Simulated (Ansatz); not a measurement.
The calculation used DFT PBE, scalar-relativistic, plane waves, PAW in Ansatz 0.2.0. Settings: cutoff 420 eV, Γ-centred meshes spaced at most about 0.3 Å⁻¹, and about 0.25 Å⁻¹ or finer for metals (2π included), Gaussian smearing. No spin polarisation.

Temperature and zero-point effects are left out.

Two relaxed structures of Cd₃Te₅:

A.

```
CELL_PARAMETERS angstrom
2.19075 1.26483 14.32833
-2.19075 1.26483 14.32833
0.00000 -2.52966 14.32833
ATOMIC_POSITIONS crystal
Cd 0.00000 0.00000 0.00000
Cd 0.25332 0.25332 0.25332
Cd 0.74668 0.74668 0.74668
Te 0.62569 0.62569 0.62569
Te 0.87751 0.87751 0.87751
Te 0.50000 0.50000 0.50000
Te 0.37431 0.37431 0.37431
Te 0.12249 0.12249 0.12249
```

B.

```
CELL_PARAMETERS angstrom
6.20221 0.00000 0.00000
0.00000 6.20221 0.00000
0.00000 0.00000 6.20221
ATOMIC_POSITIONS crystal
Cd 0.50000 0.00000 0.00000
Cd 0.00000 0.50000 0.00000
Cd 0.00000 0.00000 0.50000
Te 0.00000 0.50000 0.50000
Te 0.50000 0.00000 0.50000
Te 0.50000 0.50000 0.00000
Te 0.00000 0.00000 0.00000
Te 0.50000 0.50000 0.50000
```

Problem. Which arrangement of the elements on these sites is preferred, and by what margin?

Solution. B is lower, by 40 meV/atom. The two share one framework of sites and differ in which element sits where. A has space group R-3m (No. 166), 29.8 Å³/atom and no gap on its mesh; B has space group Pm-3m (No. 221), 29.8 Å³/atom and no gap. Counting Te atoms around Cd (those within 1.25 times the shortest such distance or 1.15 times the sum of covalent radii, 1.27 where that leaves under three), A and B both have Cd 6. Both come from invented guesses.

Spin–orbit coupling, which can matter for Te, is left out. Cells relaxed within their symmetry can be saddle points.
